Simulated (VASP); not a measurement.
Runs of VASP 6.6.1 on WC (Qusongite). Symmetry: P-6m2, No. 187, hexagonal system. Conventional cell: a = 2.907 Å, b = 2.907 Å, c = 2.837 Å, α = 90.00°, β = 90.00°, γ = 120.00°. W (site symmetry -6m2) has 6 C at 2.20 Å as nearest neighbours. C (site symmetry -6m2) is surrounded by 6 W at 2.20 Å. 

| level | gap on the mesh (eV) | pressure (GPa) | relaxed volume (Å³/atom) |
| --- | --- | --- | --- |
| vdW-DF | none | 0.0 | (b) |
| optPBE-vdW | none | 0.0 | 10.66 |
| BEEF-vdW | none | 0.1 | 10.55 |
| vdW-DF2 | none | 0.0 | 11.15 |
| optB88-vdW | none | 0.0 | (a) |

Alike in all rows: task relaxation of cell and atoms; potentials or basis VASP PAW PBE potentials, release 64 (W_sv, C); no spin polarisation; cell relaxed; k mesh 10 × 10 × 9; cutoff (eV) 600; smearing fermi-dirac 0.05 eV.

**Question.** Estimate the missing entries.

**Answer.** (a) 10.60; (b) 10.84.

Caveats: the PAW data sets were made with another functional, which shifts forces and pressure a little.

A k mesh can miss the band edges, and the runs leave out spin-orbit coupling on W.

A gap of «none» marks a metal or a gap under the smearing width.

Runs at the PBE level aren't shown here.
